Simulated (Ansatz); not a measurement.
# AlNi3: the cost of one run

Computed with Ansatz 0.2.0 (DFT PBE, scalar-relativistic, plane waves, PAW, unless a step's input says otherwise).

4 further runs of the same task are left out: 1 that didn't finish, 3 set aside as unsound or not needed.

## (1) The system as given

The structure is cubic, space group Pm-3m (No. 221). The conventional cell has a = 3.567 Å, b = 3.567 Å, c = 3.567 Å, α = 90.00°, β = 90.00°, γ = 90.00°. Al (site symmetry m-3m) has 12 Ni at 2.52 Å in its first shell of neighbours. Around Ni (site symmetry 4/mmm) lie 4 Al at 2.52 Å and 8 Ni at 2.52 Å.

As a file:

```
CELL_PARAMETERS angstrom
0.00000 -3.56668 0.00000
0.00000 0.00000 -3.56668
10.70004 0.00000 0.00000
ATOMIC_POSITIONS crystal
Al 0.00000 0.00000 0.00000
Al 0.00000 0.00000 0.33333
Al 0.00000 0.00000 0.66667
Ni 0.50000 0.50000 0.33333
Ni 0.50000 0.50000 0.66667
Ni 0.50000 0.50000 0.00000
Ni 0.00000 0.50000 0.16667
Ni 0.00000 0.50000 0.50000
Ni 0.00000 0.50000 0.83333
Ni 0.50000 0.00000 0.16667
Ni 0.50000 0.00000 0.50000
Ni 0.50000 0.00000 0.83333
```

It goes back to an entry of the Materials Project, which need not be the stable form.

It is built from the cell relaxed beforehand with the same method (11.34 Å³/atom).

## (2) The undisturbed cell

The input, input.yaml:

```yaml
crystal:
  lattice:
    - [0.0, -3.5666788189, 0.0]
    - [0.0, 0.0, -3.5666788189]
    - [10.7000364566, 0.0, 0.0]
  atoms:
    - { symbol: Al, position: [0.0, 0.0, 0.0] }
    - { symbol: Al, position: [0.0, 0.0, 0.3333333333] }
    - { symbol: Al, position: [0.0, 0.0, 0.6666666667] }
    - { symbol: Ni, position: [0.5, 0.5, 0.3333333333], spin: 0.3 }
    - { symbol: Ni, position: [0.5, 0.5, 0.6666666667], spin: 0.3 }
    - { symbol: Ni, position: [0.5, 0.5, 0.0], spin: 0.3 }
    - { symbol: Ni, position: [0.0, 0.5, 0.1666666667], spin: 0.3 }
    - { symbol: Ni, position: [0.0, 0.5, 0.5], spin: 0.3 }
    - { symbol: Ni, position: [0.0, 0.5, 0.8333333333], spin: 0.3 }
    - { symbol: Ni, position: [0.5, 0.0, 0.1666666667], spin: 0.3 }
    - { symbol: Ni, position: [0.5, 0.0, 0.5], spin: 0.3 }
    - { symbol: Ni, position: [0.5, 0.0, 0.8333333333], spin: 0.3 }
basis:
  ecutwfc: 420
kpoints:
  mp_grid: { grid: [13, 13, 5] }
hamiltonian:
  xc: pbe
scf:
  occupations: { method: gaussian, width: 0.15 }
output:
  forces: true
  stress: true
  eigenvalues: true
  populations: true
magnetization:
  spin_polarized: true
```

Command:

```console
> ansatz run input.yaml --threads 2 --pin off --max-ram 5120MiB --backend cpu --events-out ev --progress --plain --runs-dir out
```

What time and memory should one allow on 2 threads of Intel Xeon 6975P-C (Granite Rapids), shared host?

About 77 s, with a peak of 1.7 GiB.
